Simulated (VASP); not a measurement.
Runs of VASP 6.6.1 on InPd. It takes space group Pm-3m (No. 221, cubic). Conventional cell: a = 3.272 Å, b = 3.272 Å, c = 3.272 Å, α = 90.00°, β = 90.00°, γ = 90.00°. In (site symmetry m-3m) is surrounded by 8 Pd at 2.83 Å. Pd (site symmetry m-3m) is surrounded by 8 In at 2.83 Å. The cell comes from a database or a generator and needn't be the stable form of this composition.

```csv
task,level,spin,cell,k mesh,cutoff (eV),gap on the mesh (eV),pressure (GPa),relaxed volume (Å³/atom)
band structure,SCAN,"SOC, no magnetisation",as given,6 × 6 × 6,520,-,-1.7,-
relaxation of cell and atoms,revPBE,off,relaxed,8 × 8 × 8,600,none,0.0,18.43
band structure,r2SCAN,off,as given,8 × 8 × 8,520,-,0.0,-
relaxation of cell and atoms,RPBE,off,relaxed,8 × 8 × 8,600,none,0.0,(a)
band structure,r2SCAN,"SOC, no magnetisation",as given,6 × 6 × 6,520,-,0.0,-
band structure,SCAN,off,as given,8 × 8 × 8,520,-,-1.9,-
relaxation of cell and atoms,BLYP,off,relaxed,8 × 8 × 8,600,none,0.1,(b)
band structure,rSCAN,off,as given,8 × 8 × 8,520,-,-0.3,-
```

Alike in all rows: potentials or basis VASP PAW PBE potentials, release 64 (In_d, Pd); smearing fermi-dirac 0.05 eV.

Question: Fill in the values left out.

Answer: (a) 18.59; (b) 19.55.

Caveats: the PAW data sets were made with another functional, which shifts forces and pressure a little; spin-orbit coupling is left out, which moves the levels of the heavy elements (some runs).

A k mesh can miss the band edges, and rows without SOC leave out spin-orbit coupling on In, Pd.

A gap of «none» marks a metal or a gap under the smearing width.

Runs at the PBE level aren't shown here.
